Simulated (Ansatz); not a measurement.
**What a change of settings does to a run on Yb**

The structure comes from a relaxation in the same program, started in the sc type, and has space group Pm-3m. Whether it is a known phase or the ground state wasn't checked.

First run: DFT, PBE, all-electron LAPW, scalar-relativistic (Ansatz 0.2.0).

Command: `ansatz run input.yaml --threads 1 --pin off --max-ram 2048MiB --backend cpu --events-out ev --progress --plain --runs-dir out` The run took 22 s on 1 thread of Arm Neoverse V1, on a shared host, peak memory 0.31 GiB.

```yaml
crystal:
  lattice:
    - [3.3875570615, 0.0, 0.0]
    - [0.0, 3.3875570615, 0.0]
    - [0.0, 0.0, 3.3875570615]
  atoms:
    - { symbol: Yb, position: [0.0, 0.0, 0.0] }
kpoints:
  mp_grid: { grid: [10, 10, 10] }
  band_path:
    path:
      - [0.0, 0.0, 0.0]
      - [0.0, 0.5, 0.0]
      - [0.5, 0.5, 0.0]
      - [0.0, 0.0, 0.0]
      - [0.5, 0.5, 0.5]
      - [0.0, 0.5, 0.0]
      - [0.5, 0.5, 0.5]
      - [0.5, 0.5, 0.0]
    npoints: 14
scf:
  occupations: { method: fermi_dirac, width: 0.05 }
hamiltonian:
  xc: pbe
  pseudopotentials: { kind: all_electron, lapw: { basis_error: 0.00025 } }
output:
  forces: true
  stress: true
  eigenvalues: true
  populations: true
  dos: { projected: true, de: 0.2, e_range: [-14, 8] }
```

Result: converged; pressure 0.01 GPa; no gap on the k mesh; 14 SCF iterations.

Where the f shell is localised, expect the real compound to differ from this run without U.

No spin–orbit coupling, which matters for the heavy atoms here.

A second run of a changed input logged this at its end:

```
  k-point 0: bands = ["-209.3647", "-209.3647", "-209.3647", "-209.3565", "-209.3565", "-67.6698", "-35.3598", "-35.3598", "-35.3598", "-30.6788", "-30.6788", "-30.6788", "-30.6787", "-30.6787", "-30.6787", "-30.6780", "2.9869", "2.9869"]
  k-point 1: bands = ["-209.3647", "-209.3647", "-209.3647", "-209.3565", "-209.3565", "-67.6695", "-35.3657", "-35.3594", "-35.3594", "-30.6790", "-30.6788", "-30.6788", "-30.6788", "-30.6787", "-30.6787", "-30.6780", "2.9922", "3.0756"]
  k-point 2: bands = ["-209.3647", "-209.3647", "-209.3647", "-209.3565", "-209.3565", "-67.6687", "-35.3812", "-35.3584", "-35.3584", "-30.6796", "-30.6789", "-30.6788", "-30.6788", "-30.6784", "-30.6784", "-30.6780", "3.0062", "3.3058"]
  k-point 55: bands = ["-209.3647", "-209.3647", "-209.3647", "-209.3565", "-209.3565", "-67.6608", "-35.4126", "-35.4126", "-35.4126", "-30.6804", "-30.6804", "-30.6804", "-30.6784", "-30.6777", "-30.6777", "-30.6777", "3.8205", "3.8205"]
--- Löwdin populations: 1 site ---
  site symbol       q [e]
     0     Yb     63.4351
  spilling = 0.008826 (of n_electrons = 64.000000)
```

Task: What was wrong with the input?

Result: A charge that the system can't hold, by this change (others could give a like log):
```diff
@@ -21,4 +21,5 @@
 scf:
   occupations: { method: fermi_dirac, width: 0.05 }
+  max_iter: 80
 hamiltonian:
   xc: pbe
@@ -29,4 +30,4 @@
   eigenvalues: true
   populations: true
-  dos: { projected: true, de: 0.2, e_range: [-14, 8] }
+total_charge: 6
```
